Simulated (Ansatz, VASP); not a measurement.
One calculation of Sr, two programs

Contents of INCAR:

```
SYSTEM = Sr
PREC     = Accurate       ! precision mode
ENCUT    = 520            ! plane-wave cutoff, eV
EDIFF    = 1E-6           ! SCF threshold, eV
ISMEAR   = 0              ! smearing method
SIGMA    = 0.15           ! smearing width, eV
LREAL    = .FALSE.        ! projectors in reciprocal space
LASPH    = .TRUE.         ! aspherical terms in the spheres
NELM     = 60             ! most SCF steps
ALGO     = Fast           ! electronic algorithm
ISIF     = 2              ! what is computed and relaxed
LWAVE    = .FALSE.        ! write WAVECAR
LCHARG   = .FALSE.        ! write CHGCAR
GGA      = PE             ! functional
NBANDS   = 11             ! bands
```

Contents of KPOINTS:

```
regular mesh
0
G
  14 14 14
  0 0 0
```

File POSCAR:

```
Sr
1.0
    0.0000000000      3.1184087500      2.8902325000
    3.1184087500      0.0000000000      2.8902325000
    3.1184087500      3.1184087500      0.0000000000
Sr
1
Direct
    0.0000000000      0.0000000000      0.0000000000
```

Input for Ansatz:

```yaml
crystal:
  lattice:
    - [0.0, 3.11840875, 2.8902325]
    - [3.11840875, 0.0, 2.8902325]
    - [3.11840875, 3.11840875, 0.0]
  atoms:
    - { symbol: Sr, position: [0.0, 0.0, 0.0] }
basis:
  ecutwfc: 420
kpoints:
  mp_grid: { grid: [14, 14, 14] }
hamiltonian:
  xc: pbe
scf:
  occupations: { method: gaussian, width: 0.15 }
output:
  forces: true
  stress: true
  eigenvalues: true
```

Change from the starting cell: strain +0.025 along x and y, -0.050 along z, atoms carried along.

Alike in both runs: task single point; functional PBE; k mesh 14 × 14 × 14; occupations gaussian, width 0.15 eV; no spin polarisation.

|  | VASP | Ansatz |
| --- | --- | --- |
| version | VASP 6.6.1 | Ansatz 0.2.0 |
| potentials or method | VASP PAW PBE potentials, release 64 (Sr_sv) | scalar-relativistic, plane waves, PAW |
| plane-wave cutoff (eV) | 520 | 420 |
| valence electrons in the cell | 10 | 10 |

|  | VASP | Ansatz | Ansatz less VASP |
| --- | --- | --- | --- |
| gap on the k mesh at the Fermi level (eV) | none | none | - |
| pressure (GPa) | -0.3 | -0.3 | 0.00 |
| largest component of the traceless stress (GPa) | 0.15 | 0.15 | +0.001 |

A gap of «none» marks a metal or a gap that the smearing closes. The functional is the same, so the differences come from potentials, cutoffs and numerics.
